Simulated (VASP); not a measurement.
# GaAs (F-43m) in VASP: notebook, part 2 of 3

VASP 6.6.1. Earlier steps stand in the parts before.

## (3) Phonons, PBEsol

This run uses another cell than the first one, of 22.70 Å³/atom, 0.996 times its volume.

File POSCAR:

```
GaAs
1.0
    0.0000000000      2.8313993253      2.8313993253
    2.8313993253      0.0000000000      2.8313993253
    2.8313993253      2.8313993253      0.0000000000
  Ga              As
     1     1
Direct
     0.0000000000000000    0.0000000000000000    0.0000000000000000
     0.2500000000000000    0.2500000000000000    0.2500000000000000
```

File INCAR.step1:

```
  PREC = Accurate
  ENCUT = 600
  EDIFF = 1E-8
  ISMEAR = 0
  SIGMA = 0.03
  LREAL = F
  LASPH = T
  NELM = 80
  ALGO = Normal
  ISIF = 3
  LWAVE = F
  LCHARG = F
  GGA = PS
  IBRION = 2
  NSW = 40
  EDIFFG = -0.002
```

File INCAR.step2:

```
  PREC = Accurate
  ENCUT = 600
  EDIFF = 1E-8
  ISMEAR = 0
  SIGMA = 0.03
  LREAL = F
  LASPH = T
  NELM = 80
  ALGO = Normal
  ISIF = 2
  LWAVE = F
  LCHARG = F
  GGA = PS
  IBRION = 6
  NFREE = 2
  POTIM = 0.015
  NSW = 1
```

File KPOINTS:

```
regular mesh
0
Gamma
  10 10 10
```

Potentials or basis: VASP PAW PBE potentials, release 64 (Ga_d, As).

Started as:

```
cat potpaw_PBE.64/Ga_d/POTCAR potpaw_PBE.64/As/POTCAR > POTCAR
cp INCAR.step1 INCAR
mpirun -np 1 vasp_std > vasp.out
cp CONTCAR POSCAR
cp INCAR.step2 INCAR
mpirun -np 1 vasp_std > vasp.out
```

OUTCAR:

```text
PREC = Accurate
   ENCUT = 600
   EDIFF = 1E-8
   ISMEAR = 0
   LREAL = F
   LASPH = T
   NELM = 80
   ISIF = 2
   GGA = PS
   IBRION = 6
   NFREE = 2
   POTIM = 0.015
   NSW = 1

 ion  position               nearest neighbor table
   1  0.000  0.000  0.000-   2 2.45   2 2.45   2 2.45   2 2.45
   2  0.250  0.250  0.250-   1 2.45   1 2.45   1 2.45   1 2.45

  LATTYP: Found a face centered cubic cell.
 ALAT       =     5.6627986506

  Lattice vectors:

 A1 = (   0.0000000000,   2.8313993253,   2.8313993253)
 A2 = (   2.8313993253,   0.0000000000,   2.8313993253)
 A3 = (   2.8313993253,   2.8313993253,   0.0000000000)

Analysis of symmetry for initial positions (statically):
=====================================================================
 Subroutine PRICEL returns:
 Original cell was already a primitive cell.

 Routine SETGRP: Setting up the symmetry group for a
 face centered cubic supercell.

 Subroutine GETGRP returns: Found 24 space group operations
 (whereof 24 operations were pure point group operations)
 out of a pool of 48 trial point group operations.

The static configuration has the point symmetry T_d .

Analysis of symmetry for dynamics (positions and initial velocities):
=====================================================================
 Subroutine PRICEL returns:
 Original cell was already a primitive cell.

 Routine SETGRP: Setting up the symmetry group for a
 face centered cubic supercell.

 Subroutine GETGRP returns: Found 24 space group operations
 (whereof 24 operations were pure point group operations)
 out of a pool of 48 trial point group operations.

The dynamic configuration has the point symmetry T_d .

 Subroutine INISYM returns: Found 24 space group operations
 (whereof 24 operations are pure point group operations),
 and found     1 'primitive' translations

----------------------------------------------------------------------------------------

                                     Primitive cell

  volume of cell :      45.3976

  direct lattice vectors                    reciprocal lattice vectors
     0.000000000  2.831399325  2.831399325    -0.176591128  0.176591128  0.176591128
     2.831399325  0.000000000  2.831399325     0.176591128 -0.176591128  0.176591128
     2.831399325  2.831399325  0.000000000     0.176591128  0.176591128 -0.176591128

  length of vectors
     4.004203326  4.004203326  4.004203326     0.305864805  0.305864805  0.305864805

  position of ions in fractional coordinates (direct lattice)
     0.000000000  0.000000000  0.000000000
     0.250000000  0.250000000  0.250000000

  ion indices of the primitive-cell ions
   primitive index   ion index
                 1           1
                 2           2

----------------------------------------------------------------------------------------

[... 106 lines left out ...]
   NGX = 15   NGY = 15   NGZ = 15

--------------------------------------- Ionic step        1  -------------------------------------------

 number of electron      18.0000010 magnetization

 Free energy of the ion-electron system (eV)
  ---------------------------------------------------
  ext. energy  EPLUGINS =         0.00000000
  ---------------------------------------------------
  free energy    TOTEN  =        -9.09148427 eV

  energy without entropy =       -9.09148427  energy(sigma->0) =       -9.09148427

------------------------ aborting loop because EDIFF is reached ----------------------------------------

  FORCE on cell =-STRESS in cart. coord.  units (eV):
  Direction    XX          YY          ZZ          XY          YZ          ZX
  --------------------------------------------------------------------------------------
  -------------------------------------------------------------------------------------
  Total        0.0008813      0.0008813      0.0008813      0.0000000      0.0000000     -0.0000000
  in kB        0.0311013      0.0311013      0.0311013      0.0000000      0.0000000     -0.0000000
  external PRESSURE =       0.0311013 kB  Pullay stress =       0.0000000 kB
[... 131 lines left out ...]
--------------------------------------- Ionic step        5  -------------------------------------------

 number of electron      18.0000010 magnetization

 Free energy of the ion-electron system (eV)
  ---------------------------------------------------
  ext. energy  EPLUGINS =         0.00000000
  ---------------------------------------------------
  free energy    TOTEN  =        -9.09045226 eV

  energy without entropy =       -9.09045226  energy(sigma->0) =       -9.09045226

 E-fermi :   3.9500     XC(G=0):  -9.7513

 val. band max:        3.8042313113   @ k =   0.0000   0.0000   0.0000
 cond. band min:       4.1788870272   @ k =   0.0000   0.0000   0.0000
 fundamental gap:      0.3746557159
 Fermi energy:         3.9500459103

 k-point     1 :       0.0000    0.0000    0.0000
  band No.  band energies     occupation
      1     -11.0090      2.00000
      2     -11.0075      2.00000
      3     -11.0055      2.00000
      4     -10.9284      2.00000
      5     -10.9284      2.00000
      6      -8.9589      2.00000
      7       3.7122      2.00000
      8       3.7592      2.00000
      9       3.8042      2.00000
     10       4.1789      0.00000
     11       7.4181      0.00000
     12       7.4478      0.00000
     13       7.4797      0.00000
[... 354 lines left out ...]
  band No.  band energies     occupation
      1     -11.0993      2.00000
      2     -10.9711      2.00000
      3     -10.9698      2.00000
      4     -10.9461      2.00000
      5     -10.9189      2.00000
      6      -7.2240      2.00000
      7      -1.9344      2.00000
      8       1.1779      2.00000
      9       1.5058      2.00000
     10       5.5191      0.00000
     11       6.5304      0.00000
     12      10.9896      0.00000
     13      11.6492      0.00000

 [... further k-points ...]
[... 5 lines left out ...]
  --------------------------------------------------------------------------------------
  -------------------------------------------------------------------------------------
  Total        0.0022671      0.0045880      0.0045880      0.0000000      0.1079354      0.0000000
  in kB        0.0800091      0.1619200      0.1619200      0.0000000      3.8092647      0.0000000
  external PRESSURE =       0.1346163 kB  Pullay stress =       0.0000000 kB
[... 17 lines left out ...]
  FREE ENERGIE OF THE ION-ELECTRON SYSTEM (eV)
  ---------------------------------------------------
  free  energy   TOTEN  =        -9.0904522620 eV

  energy  without entropy=       -9.0904522620  energy(sigma->0) =       -9.09045226

 INTERNAL STRAIN TENSORS FROM DISPLACED ATOMS
 ============================================

 INTERNAL STRAIN TENSOR FOR ION    1 for displacements in x,y,z  (eV/Angst):
          X           Y           Z          XY          YZ          ZX
  --------------------------------------------------------------------------------
  x     0.00000    -0.00000    -0.00000     0.00000     7.19967     0.00000
  y    -0.00000     0.00000    -0.00000     0.00000     0.00000     7.19967
  z    -0.00000    -0.00000     0.00000     7.19967     0.00000     0.00000

 INTERNAL STRAIN TENSOR FOR ION    2 for displacements in x,y,z  (eV/Angst):
          X           Y           Z          XY          YZ          ZX
  --------------------------------------------------------------------------------
  x     0.00000     0.00000     0.00000     0.00000    -7.19108     0.00000
  y    -0.00000    -0.00000    -0.00000     0.00000     0.00000    -7.19108
  z     0.00000     0.00000     0.00000    -7.19108     0.00000     0.00000

 Eigenvectors and eigenvalues of the dynamical matrix
 ----------------------------------------------------

   1 f  =    7.882398 THz    49.526569 2PiTHz  262.928506 cm-1    32.598965 meV
             X         Y         Z           dx          dy          dz
      0.000000  0.000000  0.000000     0.720139    0.000000    0.000000
      1.415700  1.415700  1.415700    -0.693830    0.000000    0.000000
[... 21 lines left out ...]
   6 f/i=    0.004954 THz     0.031125 2PiTHz    0.165235 cm-1     0.020487 meV
             X         Y         Z           dx          dy          dz
      0.000000  0.000000  0.000000     0.400212   -0.562799   -0.066990
      1.415700  1.415700  1.415700     0.415387   -0.584139   -0.069530

 ELASTIC MODULI CONTR FROM IONIC RELAXATION (kBar)
 Direction    XX          YY          ZZ          XY          YZ          ZX
 --------------------------------------------------------------------------------
 XX          -0.0000     -0.0000     -0.0000      0.0000      0.0000      0.0000
 YY          -0.0000     -0.0000     -0.0000      0.0000      0.0000     -0.0000
 ZZ          -0.0000     -0.0000     -0.0000      0.0000      0.0000      0.0000
 XY           0.0000      0.0000      0.0000   -199.0246     -0.0000     -0.0000
 YZ           0.0000      0.0000      0.0000     -0.0000   -199.0246     -0.0000
 ZX           0.0000     -0.0000      0.0000     -0.0000     -0.0000   -199.0246
 --------------------------------------------------------------------------------
```

Wall time 1.7 min (1 thread of Intel Xeon 6975P-C (Granite Rapids), shared host); peak memory 0.35 GiB.

Results:

| Item | Value |
| --- | --- |
| Highest phonon frequency at Γ, LO-TO splitting left out | 263 cm⁻¹ |

Phonon frequencies in cm⁻¹ (negative: imaginary):
```
              q point        frequencies
(0.000, 0.000, 0.000)  0 0 0 263 263 263
```

Caveat: the PAW data sets were made with another functional, which shifts forces and pressure a little.

## (4) Dielectric tensor, PBEsol

This run uses another cell than the first one, of 22.70 Å³/atom, 0.996 times its volume.

File INCAR:

```
  PREC = Accurate
  ENCUT = 600
  EDIFF = 1E-8
  ISMEAR = 0
  SIGMA = 0.03
  LREAL = F
  LASPH = T
  NELM = 80
  ALGO = Normal
  ISIF = 2
  LWAVE = F
  LCHARG = F
  GGA = PS
  LEPSILON = T
```

File KPOINTS:

```
regular mesh
0
Monkhorst-Pack
  14 14 14
```

Changes to POSCAR since step 3:

```diff
@@ -1,2 +1,2 @@
-GaAs
+GaAs                                    
 1.0
@@ -5,3 +5,3 @@
     2.8313993253      2.8313993253      0.0000000000
-  Ga              As
+  Ga              As            
      1     1
```

Potentials or basis: VASP PAW PBE potentials, release 64 (Ga_d, As).

Started as:

```
cat potpaw_PBE.64/Ga_d/POTCAR potpaw_PBE.64/As/POTCAR > POTCAR
mpirun -np 1 vasp_std > vasp.out
```

OUTCAR:

```text
PREC = Accurate
   ENCUT = 600
   EDIFF = 1E-8
   ISMEAR = 0
   LREAL = F
   LASPH = T
   NELM = 80
   ISIF = 2
   GGA = PS
   LEPSILON = T

 ion  position               nearest neighbor table
   1  0.000  0.000  0.000-   2 2.45   2 2.45   2 2.45   2 2.45
   2  0.250  0.250  0.250-   1 2.45   1 2.45   1 2.45   1 2.45

  LATTYP: Found a face centered cubic cell.
 ALAT       =     5.6627986506

  Lattice vectors:

 A1 = (   0.0000000000,   2.8313993253,   2.8313993253)
 A2 = (   2.8313993253,   0.0000000000,   2.8313993253)
 A3 = (   2.8313993253,   2.8313993253,   0.0000000000)

Analysis of symmetry for initial positions (statically):
=====================================================================
 Subroutine PRICEL returns:
 Original cell was already a primitive cell.

 Routine SETGRP: Setting up the symmetry group for a
 face centered cubic supercell.

 Subroutine GETGRP returns: Found 24 space group operations
 (whereof 24 operations were pure point group operations)
 out of a pool of 48 trial point group operations.

The static configuration has the point symmetry T_d .

Analysis of symmetry for dynamics (positions and initial velocities):
=====================================================================
 Subroutine PRICEL returns:
 Original cell was already a primitive cell.

 Routine SETGRP: Setting up the symmetry group for a
 face centered cubic supercell.

 Subroutine GETGRP returns: Found 24 space group operations
 (whereof 24 operations were pure point group operations)
 out of a pool of 48 trial point group operations.

The dynamic configuration has the point symmetry T_d .

 Subroutine INISYM returns: Found 24 space group operations
 (whereof 24 operations are pure point group operations),
 and found     1 'primitive' translations

----------------------------------------------------------------------------------------
[... 561 lines left out ...]
           0.000000    14.773722     0.000000
           0.000000     0.000000    14.773722
 ------------------------------------------------------

 Free energy of the ion-electron system (eV)
  ---------------------------------------------------
  ---------------------------------------------------
  free energy    TOTEN  =        -1.76202944 eV

  energy without entropy =       -1.76202944

------------------------ aborting loop because EDIFF is reached ----------------------------------------

--------------------------------------- Ionic step        2  -------------------------------------------

------------------------ aborting loop because EDIFF is reached ----------------------------------------

--------------------------------------- Ionic step        3  -------------------------------------------

 Free energy of the ion-electron system (eV)
  ---------------------------------------------------
  ---------------------------------------------------
  free energy    TOTEN  =        -1.76203775 eV

  energy without entropy =       -1.76203775

------------------------ aborting loop because EDIFF is reached ----------------------------------------

 PIEZOELECTRIC TENSOR FIELD DIRECTION 3  (e Angst)
 -----------------------------------------------------------------------------
     0.00119 -2.26186  0.00000           ( -0.00000 -0.01786  0.00000)
    -2.26186  0.00119  0.00000           ( -0.01786 -0.00000  0.00000)
     0.00000  0.00000 -0.00252           (  0.00000  0.00000 -0.00000)

 PIEZOELECTRIC TENSOR FIELD DIRECTION 3  (C/m^2)
 -----------------------------------------------------------------------------
     0.00042 -0.79826  0.00000
    -0.79826  0.00042  0.00000
     0.00000  0.00000 -0.00089

 MACROSCOPIC STATIC DIELECTRIC TENSOR (including local field effects in DFT)
 ------------------------------------------------------
          14.127966     0.000000     0.000000
          -0.000000    14.127966     0.000000
           0.000000    -0.000000    14.127966
 ------------------------------------------------------

 PIEZOELECTRIC TENSOR (including local field effects)  for field in x, y, z        (e  Angst)
          XX          YY          ZZ          XY          YZ          ZX
  --------------------------------------------------------------------------------
  x     0.00000    -0.00000    -0.00000    -0.00000    -2.26308     0.00000
  y     0.00000    -0.00000    -0.00000     0.00000     0.00000    -2.26308
  z     0.00000    -0.00000     0.00000    -2.26308     0.00000     0.00000

 PIEZOELECTRIC TENSOR (including local field effects)  for field in x, y, z        (C/m^2)
          XX          YY          ZZ          XY          YZ          ZX
  --------------------------------------------------------------------------------
  x     0.00000    -0.00000    -0.00000    -0.00000    -0.79869     0.00000
  y     0.00000    -0.00000    -0.00000     0.00000     0.00000    -0.79869
  z     0.00000    -0.00000     0.00000    -0.79869     0.00000     0.00000

 BORN EFFECTIVE CHARGES (including local field effects) (in |e|, cummulative output)
 ---------------------------------------------------------------------------------
 ion    1
    1     2.10981    -0.00000    -0.00000
    2    -0.00000     2.10981    -0.00000
    3     0.00000     0.00000     2.10981
 ion    2
    1    -2.10981     0.00000     0.00000
    2     0.00000    -2.10981     0.00000
    3    -0.00000    -0.00000    -2.10981
```

stdout:

```text
POSCAR found type information on POSCAR GaAs
 POSCAR found :  2 types and       2 ions
 scaLAPACK will be used
 -----------------------------------------------------------------------------
|                                                                             |
[... 46 lines left out ...]
 dielectric tensor                  component  3 :     0.012    -4.754    10.823
 Linear response to external field, progress :
  Direction:   1
 dielectric tensor                  component  1 :    14.128     0.666    -0.000
 Linear response to external field, progress :
  Direction:   2
 dielectric tensor                  component  2 :     0.001    14.128    -1.454
 Linear response to external field, progress :
  Direction:   3
 dielectric tensor                  component  3 :     1.503    -0.390    14.128
 Born effective charges drift removed
```

It took 26 min on 1 thread of Intel Xeon 6975P-C (Granite Rapids), shared host; peak memory 2.3 GiB.

Results:

| Item | Value |
| --- | --- |
| Electronic dielectric tensor (diagonal) | 14.13 |
| Born charges (mean of the diagonal) | Ga +2.11; As -2.11 e |

Levels at points of the mesh, in eV from the valence-band top:
```
           k point  band 6  band 7  band 8  band 9  band 10  band 11  band 12  band 13
(0.04, 0.04, 0.04)  -12.68   -0.40    0.00    0.00     0.80     3.73     3.75     3.75
```

Electronic dielectric tensor:
```
14.13  0.00  0.00
 0.00 14.13  0.00
 0.00  0.00 14.13
```

Born effective charge tensors (e):
atom 1, Ga
```
2.11 0.00 0.00
0.00 2.11 0.00
0.00 0.00 2.11
```
atom 2, As
```
-2.11  0.00  0.00
 0.00 -2.11  0.00
 0.00  0.00 -2.11
```

Caveat: the PAW data sets were made with another functional, which shifts forces and pressure a little.

(Part 2 of 3 ends here.)
